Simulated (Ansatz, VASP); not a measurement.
GaSb in VASP and in Ansatz

INCAR

```
PREC     = Accurate       # precision mode
ENCUT    = 520            # plane-wave cutoff, eV
EDIFF    = 1E-6           # SCF threshold, eV
ISMEAR   = -1             # smearing method
SIGMA    = 0.05           # smearing width, eV
LREAL    = F              # projectors in reciprocal space
LASPH    = T              # aspherical terms in the spheres
NELM     = 100            # most SCF steps
ALGO     = Normal         # electronic algorithm
ISIF     = 2              # what is computed and relaxed
LWAVE    = F              # write WAVECAR
LCHARG   = T              # write CHGCAR
GGA      = CA             # functional
LELF     = T              # ELF
LVHAR    = T            
NBANDS   = 16             # bands
```

The input KPOINTS:

```
regular mesh
0
Gamma
  10 10 10
```

POSCAR

```
GaSb
1.0
   -1.5454583968      2.6570494188      2.8738942068
    1.5454583968     -2.6570494188      2.8738942068
    1.5454583968      2.6570494188     -2.8738942068
Sb Ga
1 1
Direct
    0.5000000000      0.5000000000      0.0000000000
    0.0000000000      0.0000000000      0.0000000000
```

input.yaml

```yaml
crystal:
  lattice:
    - [-1.5454583968, 2.6570494188, 2.8738942068]
    - [1.5454583968, -2.6570494188, 2.8738942068]
    - [1.5454583968, 2.6570494188, -2.8738942068]
  atoms:
    - { symbol: Sb, position: [0.5, 0.5, 0.0] }
    - { symbol: Ga, position: [0.0, 0.0, 0.0] }
kpoints:
  mp_grid: { grid: [10, 10, 10] }
scf:
  occupations: { method: fermi_dirac, width: 0.05 }
hamiltonian:
  xc: lda
  pseudopotentials: { kind: all_electron, lapw: { basis_error: 0.001 } }
output:
  forces: true
  stress: true
  eigenvalues: true
```

Change from the starting cell: volume scaled by 0.98.

Alike in both runs: task single point; functional LDA; k mesh 10 × 10 × 10; occupations fermi-dirac, width 0.05 eV; no spin polarisation.

```csv
,VASP,Ansatz
version,VASP 6.6.1,Ansatz 0.2.0
potentials or method,"VASP PAW LDA potentials, release 64 (Sb, Ga_d)","all-electron LAPW, scalar-relativistic"
plane-wave cutoff (eV),520,see its input
```

Ansatz gave:

* gap on the k mesh at the Fermi level (eV): none
* pressure (GPa): -3.5
* largest component of the traceless stress (GPa): 1.15

Problem. Estimate VASP's values.

Solution. gap on the k mesh at the Fermi level (eV): none; pressure (GPa): -3.5; largest component of the traceless stress (GPa): 1.17.

A gap of «none» marks a metal or a gap that the smearing closes. Ansatz ran all-electron here, so the differences hold the error of VASP's frozen core and of both bases.

The runs have no spin-orbit coupling, so splittings on Sb are missing.
